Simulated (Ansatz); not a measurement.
# C: the cost of one run

Program: Ansatz 0.2.0. Level of theory: DFT PBE, scalar-relativistic, plane waves, PAW. These are calculated values, not measurements.

2 further runs of the same task are left out: 2 set aside as unsound or not needed.

## 1. The system as given

It takes space group Fd-3m (No. 227, cubic). Conventional cell: a = 3.571 Å, b = 3.571 Å, c = 3.571 Å, α = 90.00°, β = 90.00°, γ = 90.00°. Around C (site symmetry -43m) lie 4 C at 1.55 Å.

As a file:

```cif
data_structure
_symmetry_space_group_name_H-M 'Fd-3m:1'
_symmetry_Int_Tables_number 227
_cell_length_a 3.5715
_cell_length_b 3.5715
_cell_length_c 3.5715
_cell_angle_alpha 90.000
_cell_angle_beta 90.000
_cell_angle_gamma 90.000
_cell_volume 45.56
loop_
_atom_site_label
_atom_site_type_symbol
_atom_site_symmetry_multiplicity
_atom_site_Wyckoff_symbol
_atom_site_fract_x
_atom_site_fract_y
_atom_site_fract_z
_atom_site_occupancy
C1 C 8 b 0.00000 0.00000 0.50000 1
```

This cell was relaxed beforehand with the same method: volume 5.69 Å³/atom, gap on the mesh 4.15 eV.

## 2. Building the [110] wire, 13 host atoms a period

The wire is cut from the relaxed crystal, periodic along c with vacuum across. Atoms and period relax; energies count from the bulk, -250.8079 eV an atom.

The cell holds 13 C: a = 14.100 Å, b = 13.800 Å, c = 2.525 Å, α = 90.00°, β = 90.00°, γ = 90.00°.

## 3. Relaxing it

Pressure and volume refer to the whole cell with its vacuum; only the period along c may change.

input.yaml reads:

```yaml
crystal:
  lattice:
    - [14.1, 0.0, 0.0]
    - [0.0, 13.8, 0.0]
    - [0.0, 0.0, 2.5254132908]
  atoms:
    - { symbol: C, position: [0.5, 0.4676496945, 0.0], spin: 0.3 }
    - { symbol: C, position: [0.5895536628, 0.5323503055, 0.0], spin: 0.3 }
    - { symbol: C, position: [0.4104463372, 0.5970509165, 0.5], spin: 0.3 }
    - { symbol: C, position: [0.4104463372, 0.3382484725, 0.5], spin: 0.3 }
    - { symbol: C, position: [0.5, 0.6617515275, 0.5], spin: 0.3 }
    - { symbol: C, position: [0.5, 0.4029490835, 0.5], spin: 0.3 }
    - { symbol: C, position: [0.5895536628, 0.5970509165, 0.5], spin: 0.3 }
    - { symbol: C, position: [0.5895536628, 0.3382484725, 0.5], spin: 0.3 }
    - { symbol: C, position: [0.3208926744, 0.4029490835, 0.5], spin: 0.3 }
    - { symbol: C, position: [0.6791073256, 0.4029490835, 0.5], spin: 0.3 }
    - { symbol: C, position: [0.3208926744, 0.4676496945, 0.0], spin: 0.3 }
    - { symbol: C, position: [0.6791073256, 0.4676496945, 0.0], spin: 0.3 }
    - { symbol: C, position: [0.4104463372, 0.5323503055, 0.0], spin: 0.3 }
basis:
  ecutwfc: 420
kpoints:
  mp_grid: { grid: [1, 1, 13] }
hamiltonian:
  xc: pbe
scf:
  occupations: { method: gaussian, width: 0.05 }
  lower_state_search: "off"
output:
  forces: true
  stress: true
  eigenvalues: true
  populations: true
  write_density: true
  write_potential: true
  elf: true
  volumetric_format: npy
magnetization:
  spin_polarized: true
relax:
  adjacent_minimum: "off"
  f_tol: 0.02
  max_steps: 45
  cell: { fix: [a, b, alpha, beta, gamma], stress_tol: 0.03 }
```

The run is started by

```
$ ansatz run input.yaml --threads 4 --pin off --max-ram 11264MiB --backend cpu --events-out ev --progress --plain --runs-dir out
```

What time and memory should one allow on 4 threads of Intel Xeon Platinum 8375C at 2.90GHz (Ice Lake), shared host?

About 6.3 min, with a peak of 1 GiB.
